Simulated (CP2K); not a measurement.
# BaS (Fm-3m) in CP2K: further runs

The runs below take BaS through band structure, with PBE, RPBE.

Everything below comes from runs of CP2K 2026.2. Logs are shortened: lines on timing, memory, paths and dates and some standing lists are left out, and cuts for length are marked.

**The experiment to reproduce.**

A printed reference work, monograph, original work of 1988 reports, for a bulk crystal of BaS at 2 K: band gap 3.806 eV (indirect).

The results are compared with them further down.

## 1. Starting point

It takes space group Fm-3m (No. 225, cubic). Conventional cell: a = 6.387 Å, b = 6.387 Å, c = 6.387 Å, α = 90.00°, β = 90.00°, γ = 90.00°. Ba (site symmetry m-3m) is surrounded by 6 S at 3.19 Å. S (site symmetry m-3m) has 6 Ba at 3.19 Å as nearest neighbours.

## 2. Band structure, PBE

bas_bands.inp

```
&GLOBAL
  PROJECT bas_bands
  RUN_TYPE ENERGY_FORCE
  PRINT_LEVEL LOW
&END GLOBAL
&FORCE_EVAL
  METHOD QS
  STRESS_TENSOR ANALYTICAL
  &DFT
    BASIS_SET_FILE_NAME BASIS_MOLOPT_UZH
    POTENTIAL_FILE_NAME POTENTIAL_UZH
    &MGRID
      CUTOFF 450
      REL_CUTOFF 60
      NGRIDS 4
    &END MGRID
    &QS
      METHOD GPW
      EPS_DEFAULT 1.0E-10
    &END QS
    &KPOINTS
      SCHEME MONKHORST-PACK 7 7 7
      GAMMA_CENTERED T
      SYMMETRY T
      SYMMETRY_BACKEND SPGLIB
    &END KPOINTS
    &SCF
      SCF_GUESS ATOMIC
      EPS_SCF 1.0E-6
      MAX_SCF 100
      ADDED_MOS 10
      CHOLESKY OFF
      EPS_EIGVAL 1.0E-7
      &DIAGONALIZATION ON
        ALGORITHM STANDARD
      &END DIAGONALIZATION
      &MIXING ON
        METHOD BROYDEN_MIXING
        ALPHA 0.4
        BETA 1.5
        NBUFFER 8
      &END MIXING
      &SMEAR ON
        METHOD FERMI_DIRAC
        ELECTRONIC_TEMPERATURE [K] 580.226
      &END SMEAR
    &END SCF
    &XC
      &XC_FUNCTIONAL PBE
      &END XC_FUNCTIONAL
    &END XC
    &PRINT
      &KPOINTS ON
      &END KPOINTS
      &MULLIKEN ON
      &END MULLIKEN
      &MO ON
        ENERGIES T
        OCCUPATION_NUMBERS T
        &EACH
          QS_SCF 0
        &END EACH
        ADD_LAST NUMERIC
      &END MO
      &BAND_STRUCTURE
        FILE_NAME bands.bs
        ADDED_MOS 6
        &KPOINT_SET
          UNITS B_VECTOR
          NPOINTS 8
          SPECIAL_POINT GAMMA 0.00000000 0.00000000 0.00000000
          SPECIAL_POINT X 0.50000000 0.00000000 0.50000000
          SPECIAL_POINT W 0.50000000 0.25000000 0.75000000
          SPECIAL_POINT K 0.37500000 0.37500000 0.75000000
          SPECIAL_POINT GAMMA 0.00000000 0.00000000 0.00000000
          SPECIAL_POINT L 0.50000000 0.50000000 0.50000000
          SPECIAL_POINT U 0.62500000 0.25000000 0.62500000
          SPECIAL_POINT W 0.50000000 0.25000000 0.75000000
          SPECIAL_POINT L 0.50000000 0.50000000 0.50000000
          SPECIAL_POINT K 0.37500000 0.37500000 0.75000000
        &END KPOINT_SET
        &KPOINT_SET
          UNITS B_VECTOR
          NPOINTS 8
          SPECIAL_POINT U 0.62500000 0.25000000 0.62500000
          SPECIAL_POINT X 0.50000000 0.00000000 0.50000000
        &END KPOINT_SET
      &END BAND_STRUCTURE
    &END PRINT
  &END DFT
  &SUBSYS
    &CELL
      ABC 4.5166445648 4.5166445648 4.5166445648
      ALPHA_BETA_GAMMA 59.9999999995 59.9999999999 60.0000000001
      PERIODIC XYZ
    &END CELL
    &COORD
      SCALED
      Ba  0.0000000000 0.0000000000 0.0000000000
      S   0.5000000000 0.5000000000 0.5000000000
    &END COORD
    &KIND Ba
      BASIS_SET TZVP-MOLOPT-PBE-GTH-q10
      POTENTIAL GTH-PBE-q10
    &END KIND
    &KIND S
      BASIS_SET TZVP-MOLOPT-PBE-GTH-q6
      POTENTIAL GTH-PBE-q6
    &END KIND
    &PRINT
      &ATOMIC_COORDINATES ON
      &END ATOMIC_COORDINATES
      &CELL ON
      &END CELL
      &SYMMETRY ON
      &END SYMMETRY
    &END PRINT
  &END SUBSYS
  &PRINT
    &FORCES ON
    &END FORCES
    &STRESS_TENSOR ON
    &END STRESS_TENSOR
  &END PRINT
&END FORCE_EVAL
```

Potentials or basis: POTENTIAL_UZH Ba GTH-PBE-q10, S GTH-PBE-q6; TZVP-MOLOPT-PBE-GTH basis.

The run is started by

```
$ OMP_NUM_THREADS=1 cp2k.psmp -i bas_bands.inp -o bas_bands.out
```

bas_bands.out:

```text

 CP2K| version string:                                       CP2K version 2026.2
 CP2K| Input file name                                             bas_bands.inp

 GLOBAL| Force Environment number                                              1
 GLOBAL| Basis set file name                                    BASIS_MOLOPT_UZH
 GLOBAL| Potential file name                                       POTENTIAL_UZH
 GLOBAL| MM Potential file name                                     MM_POTENTIAL
 GLOBAL| Coordinate file name                                      __STD_INPUT__
 GLOBAL| Method name                                                        CP2K
 GLOBAL| Project name                                                  bas_bands
 GLOBAL| Run type                                                   ENERGY_FORCE
 GLOBAL| FFT library                                                       FFTW3
[... 6 lines left out ...]
 GLOBAL| Total number of message passing processes                             1
 GLOBAL| Number of threads for this process                                    1
 GLOBAL| CPU model name                                                  UNKNOWN

 CELL| Volume [angstrom^3]:                                            65.152750
 CELL| Vector a [angstrom]:       4.517     0.000     0.000   |a| =     4.516645
 CELL| Vector b [angstrom]:       2.258     3.912     0.000   |b| =     4.516645
 CELL| Vector c [angstrom]:       2.258     1.304     3.688   |c| =     4.516645
 CELL| Angle (b,c), alpha [degree]:                                    60.000000
 CELL| Angle (a,c), beta  [degree]:                                    60.000000
 CELL| Angle (a,b), gamma [degree]:                                    60.000000
 CELL| Numerically orthorhombic:                                              NO
 CELL| Periodicity                                                           XYZ

 CELL_REF| Volume [angstrom^3]:                                        65.152750
 CELL_REF| Vector a [angstrom     4.517     0.000     0.000   |a| =     4.516645
 CELL_REF| Vector b [angstrom     2.258     3.912     0.000   |b| =     4.516645
 CELL_REF| Vector c [angstrom     2.258     1.304     3.688   |c| =     4.516645
 CELL_REF| Angle (b,c), alpha [degree]:                                60.000000
 CELL_REF| Angle (a,c), beta  [degree]:                                60.000000
 CELL_REF| Angle (a,b), gamma [degree]:                                60.000000
 CELL_REF| Numerically orthorhombic:                                          NO
 CELL_REF| Periodicity                                                       XYZ
[... 9 lines left out ...]
 TOTAL NUMBERS AND MAXIMUM NUMBERS

  Total number of            - Atomic kinds:                                   2
                             - Atoms:                                          2
                             - Shell sets:                                     2
                             - Shells:                                        16
                             - Primitive Cartesian functions:                 10
                             - Cartesian basis functions:                     50
                             - Spherical basis functions:                     44

  Maximum angular momentum of- Orbital basis functions:                        3
                             - Local part of the GTH pseudopotential:          2
                             - Non-local part of the GTH pseudopotential:      3

 MODULE QUICKSTEP: ATOMIC COORDINATES IN ANGSTROM

   Atom Kind Element         X             Y             Z       Z(eff)     Mass
      1    1 Ba   56      0.000000      0.000000      0.000000  10.0000 137.3270
      2    2 S    16      4.516645      2.607686      1.843912   6.0000  32.0650

 Crystal Symmetry Information
       International Symbol:                                               Fm-3m
       Point Group Symbol:                                                  m-3m
       Schoenflies Symbol:                                                  Oh^5
       Number of Symmetry Operations:                                         48

 SCF PARAMETERS         Density guess:                                    ATOMIC
                        --------------------------------------------------------
                        max_scf:                                             100
                        max_scf_history:                                       0
                        max_diis:                                              4
[... 5 lines left out ...]
                        --------------------------------------------------------
                        level_shift [a.u.]:                             0.000000
                        added MOs                                        10    0
[... 26 lines left out ...]
 BRILLOUIN|     3           0.06997       -0.42857       -0.42857       -0.14286
[... 30 lines left out ...]
    10 Broy./Diag. 0.40E+00    4.0     0.00018519       -35.8043172229 -3.27E-05
    11 Broy./Diag. 0.40E+00    3.9     0.00006354       -35.8046735155 -3.56E-04
    12 Broy./Diag. 0.40E+00    3.9     0.00002941       -35.8047809326 -1.07E-04
    13 Broy./Diag. 0.40E+00    3.9     0.00000737       -35.8047955737 -1.46E-05
    14 Broy./Diag. 0.40E+00    3.9     0.00000240       -35.8048036887 -8.11E-06
    15 Broy./Diag. 0.40E+00    3.9     0.00000077       -35.8048060800 -2.39E-06

  *** SCF run converged in    15 steps ***

  Electronic density on regular grids:        -16.0000000000        0.0000000000
  Core density on regular grids:               15.9999999980       -0.0000000020
  Total charge density on r-space grids:       -0.0000000020
  Total charge density g-space grids:          -0.0000000020

  Overlap energy of the core charge distribution:               0.00000000000000
  Self energy of the core charge distribution:                -76.37567936858700
  Core Hamiltonian energy:                                     15.59391457360850
  Hartree energy:                                              31.01991618783524
  Exchange-correlation energy:                                 -6.04295747290375
  Electronic entropic energy:                                  -0.00000000000103
  Fermi energy:                                                 0.20215232628008

  Total energy:                                               -35.80480608004805
  Total energy (extrapolated to T->0):                        -35.80480608004753

 MO| EIGENVALUES AND OCCUPATION NUMBERS FOR K POINT 1
 MO|
 MO|  Index      Eigenvalue [a.u.]        Eigenvalue [eV]             Occupation
 MO|      1              -0.794585             -21.621768               2.000000
 MO|      2              -0.288234              -7.843248               2.000000
 MO|      3              -0.249322              -6.784393               2.000000
 MO|      4              -0.249322              -6.784392               2.000000
 MO|      5              -0.174379              -4.745081               2.000000
 MO|      6               0.094086               2.560208               2.000000
[... 325 lines left out ...]
 MO|     17               0.618104              16.819457               0.000000
 MO|     18               0.709646              19.310437               0.000000
 MO| Sum:                                                              16.000000
 MO| E(Fermi):            0.202152 a.u.          5.500845 eV

 [... the levels of further k-points ...]

 !-----------------------------------------------------------------------------!
                     Mulliken Population Analysis

 #  Atom  Element  Kind  Atomic population                           Net charge
       1     Ba       1          8.965975                              1.034025
       2     S        2          7.034025                             -1.034025
 # Total charge                             16.000000                 -0.000000

 !-----------------------------------------------------------------------------!

 KPOINTS| Band Structure Calculation
 KPOINTS| Number of k-point sets                                               2
 KPOINTS| Number of added MOs/bands                                            6
 KPOINTS| Number of k-points in set    1                                      73
 KPOINTS| In units of b-vector [2pi/Bohr]
 KPOINTS| Special point     1       GAMMA     0.000000     0.000000     0.000000
 KPOINTS| Special point     2           X     0.500000     0.000000     0.500000
 KPOINTS| Special point     3           W     0.500000     0.250000     0.750000
 KPOINTS| Special point     4           K     0.375000     0.375000     0.750000
 KPOINTS| Special point     5       GAMMA     0.000000     0.000000     0.000000
 KPOINTS| Special point     6           L     0.500000     0.500000     0.500000
 KPOINTS| Special point     7           U     0.625000     0.250000     0.625000
 KPOINTS| Special point     8           W     0.500000     0.250000     0.750000
 KPOINTS| Special point     9           L     0.500000     0.500000     0.500000
 KPOINTS| Special point    10           K     0.375000     0.375000     0.750000
 KPOINTS| Number of k-points in set    2                                       9
 KPOINTS| In units of b-vector [2pi/Bohr]
 KPOINTS| Special point     1           U     0.625000     0.250000     0.625000
 KPOINTS| Special point     2           X     0.500000     0.000000     0.500000

 ENERGY| Total FORCE_EVAL ( QS ) energy [hartree]            -35.804806462202144

 FORCES| Atomic forces [hartree/bohr]
 FORCES|   Atom     x               y               z               |f|
 FORCES|      1 -6.20448763E-16 -4.76510852E-15  1.08826125E-14   1.18963217E-14
 FORCES|      2 -3.64979166E-15  2.64048285E-15 -6.04578266E-15   7.53953690E-15
 FORCES| Sum    -4.27024042E-15 -2.12462567E-15  4.83682981E-15
 FORCES| Total atomic force                                       6.79293089E-15

 STRESS| Analytical stress tensor [bar]
 STRESS|                        x                   y                   z
 STRESS|      x        1.34868153966E+04   6.98904690005E-03   3.29880535799E-03
 STRESS|      y        6.98904690005E-03   1.34868136213E+04   1.33358055403E-02
 STRESS|      z        3.29880535799E-03   1.33358055403E-02   1.34867994371E+04
 STRESS| 1/3 Trace                                             1.34868094850E+04
 STRESS| Determinant                                           2.45317013021E+12

 STRESS| Eigenvectors and eigenvalues of the analytical stress tensor [bar]
 STRESS|                        1                   2                   3
 STRESS| Eigenvalues   1.34867913978E+04   1.34868102387E+04   1.34868268184E+04
 STRESS|      x           0.034985940093     -0.828427540911      0.559002498614
 STRESS|      y          -0.522296104721      0.461723249994      0.716950778930
 STRESS|      z           0.852046221158      0.317048024556      0.416530655697
```

Wall time 70 s (1 thread of Arm Neoverse V1, shared host); peak memory 0.36 GiB.

What came out:

| Quantity | Value |
| --- | --- |
| Free energy | -974.2983 eV |
| Pressure | 1.3 GPa |
| Band gap on the k mesh | 2.19 eV, indirect (least direct gap 2.32 eV) |
| Band gap along the path | 2.13 eV, indirect (least direct gap 2.25 eV) |
| Mulliken charges | Ba +1.03; S -1.03 e |

Levels at the corners of the path, in eV from the valence-band top:
| point | band 4 | band 5 | band 6 | band 7 | band 8 | band 9 | band 10 | band 11 | band 12 | band 13 |
| --- | --- | --- | --- | --- | --- | --- | --- | --- | --- | --- |
| Γ | -11.14 | -10.32 | 0.00 | 0.00 | 0.00 | 3.61 | 3.91 | 3.91 | 3.91 | 4.82 |
| X | -11.34 | -10.24 | -0.48 | -0.12 | -0.12 | 2.13 | 5.97 | 6.06 | 7.54 | 7.54 |
| W | -11.49 | -9.71 | -1.10 | -0.45 | -0.45 | 4.32 | 4.32 | 6.32 | 6.96 | 7.56 |
| K | -11.28 | -9.75 | -0.92 | -0.58 | -0.50 | 3.32 | 6.01 | 6.64 | 6.83 | 7.32 |
| Γ | -11.14 | -10.32 | 0.00 | 0.00 | 0.00 | 3.61 | 3.91 | 3.91 | 3.91 | 4.82 |
| L | -11.18 | -9.10 | -1.91 | -1.06 | -1.06 | 5.59 | 5.91 | 6.36 | 6.36 | 9.01 |
| U | -11.28 | -9.75 | -0.92 | -0.58 | -0.50 | 3.32 | 6.01 | 6.64 | 6.83 | 7.32 |
| W | -11.49 | -9.71 | -1.10 | -0.45 | -0.45 | 4.32 | 4.32 | 6.32 | 6.96 | 7.56 |
| L | -11.18 | -9.10 | -1.91 | -1.06 | -1.06 | 5.59 | 5.91 | 6.36 | 6.36 | 9.01 |
| K | -11.28 | -9.75 | -0.92 | -0.58 | -0.50 | 3.32 | 6.01 | 6.64 | 6.83 | 7.32 |
| U | -11.28 | -9.75 | -0.92 | -0.58 | -0.50 | 3.32 | 6.01 | 6.64 | 6.83 | 7.32 |
| X | -11.34 | -10.24 | -0.48 | -0.12 | -0.12 | 2.13 | 5.97 | 6.06 | 7.54 | 7.54 |

Caveat: Mulliken charges move with the basis; spin-orbit coupling is left out, which moves the levels of the heavy elements; the basis of atomic orbitals isn't converged, which shifts pressures, moduli and gaps.

## 3. Band structure, RPBE

Edit bas_bands.inp of step 2 so:

```diff
@@ -14,3 +14,3 @@
       REL_CUTOFF 60
-      NGRIDS 4
+      NGRIDS 5
     &END MGRID
@@ -48,3 +48,7 @@
     &XC
-      &XC_FUNCTIONAL PBE
+      &XC_FUNCTIONAL
+        &GGA_X_RPBE
+        &END GGA_X_RPBE
+        &GGA_C_PBE
+        &END GGA_C_PBE
       &END XC_FUNCTIONAL
@@ -64,8 +68,13 @@
       &END MO
+      &LOWDIN ON
+      &END LOWDIN
+      &HIRSHFELD ON
+        SHAPE_FUNCTION DENSITY
+      &END HIRSHFELD
       &BAND_STRUCTURE
         FILE_NAME bands.bs
-        ADDED_MOS 6
+        ADDED_MOS 4
         &KPOINT_SET
           UNITS B_VECTOR
-          NPOINTS 8
+          NPOINTS 6
           SPECIAL_POINT GAMMA 0.00000000 0.00000000 0.00000000
@@ -83,3 +92,3 @@
           UNITS B_VECTOR
-          NPOINTS 8
+          NPOINTS 6
           SPECIAL_POINT U 0.62500000 0.25000000 0.62500000
@@ -97,5 +106,4 @@
     &COORD
-      SCALED
       Ba  0.0000000000 0.0000000000 0.0000000000
-      S   0.5000000000 0.5000000000 0.5000000000
+      S   4.5166445648 2.6076859554 1.8439124222
     &END COORD
@@ -114,4 +122,2 @@
       &END CELL
-      &SYMMETRY ON
-      &END SYMMETRY
     &END PRINT
```

Potentials or basis: POTENTIAL_UZH Ba GTH-PBE-q10, S GTH-PBE-q6; TZVP-MOLOPT-PBE-GTH basis.

The run is started by

```
$ OMP_NUM_THREADS=1 cp2k.psmp -i bas_bands.inp -o bas_bands.out
```

Wall time 63 s (1 thread of Arm Neoverse V1, shared host); peak memory 0.37 GiB.

Results (log left out):

```
Free energy             : -975.1026 eV
Pressure                : 2.8 GPa
Band gap on the k mesh  : 2.34 eV, indirect (least direct gap 2.46 eV)
Band gap along the path : 2.28 eV, indirect (least direct gap 2.40 eV)
Mulliken charges        : Ba +1.13; S -1.13 e
Hirshfeld charges       : Ba +0.34; S -0.34 e
```

Levels at the corners of the path, in eV from the valence-band top:
```tsv
point	band 6	band 7	band 8	band 9	band 10	band 11
Γ	0.00	0.00	0.00	3.82	4.02	4.02
X	-0.46	-0.12	-0.12	2.28	5.99	6.16
W	-1.07	-0.44	-0.44	4.44	4.44	6.37
K	-0.89	-0.57	-0.48	3.45	6.12	6.68
Γ	0.00	0.00	0.00	3.82	4.02	4.02
L	-1.84	-1.04	-1.04	5.68	6.08	6.43
U	-0.89	-0.57	-0.48	3.45	6.12	6.68
W	-1.07	-0.44	-0.44	4.44	4.44	6.37
L	-1.84	-1.04	-1.04	5.68	6.08	6.43
K	-0.89	-0.57	-0.48	3.45	6.12	6.68
U	-0.89	-0.57	-0.48	3.45	6.12	6.68
X	-0.46	-0.12	-0.12	2.28	5.99	6.16
```

Caveat: Mulliken charges move with the basis; the potentials were made for another functional, which shifts forces and pressure; spin-orbit coupling is left out, which moves the levels of the heavy elements; the basis of atomic orbitals isn't converged, which shifts pressures, moduli and gaps.

## 4. Comparison with measurements

Step 2. A measured gap of BaS is 3.806 eV (indirect; 2 K; a printed reference work, monograph, original work of 1988); the calculated 2.13 eV misses it by -1.68 eV. Spin-orbit coupling on Ba is left out. The value is that of PBE in an atomic basis (POTENTIAL_UZH Ba GTH-PBE-q10, S GTH-PBE-q6; TZVP-MOLOPT-PBE-GTH basis), whose error adds to the functional's,, without temperature or zero-point motion. Semilocal functionals fall short of measured gaps as a rule.

Step 3. Against the measured gap of BaS, 3.806 eV (indirect; 2 K; a printed reference work, monograph, original work of 1988), the calculated 2.28 eV is off by -1.53 eV. Spin-orbit coupling on Ba is left out. The value is that of RPBE in an atomic basis (POTENTIAL_UZH Ba GTH-PBE-q10, S GTH-PBE-q6; TZVP-MOLOPT-PBE-GTH basis), whose error adds to the functional's,, without temperature or zero-point motion. Semilocal functionals fall short of measured gaps as a rule.
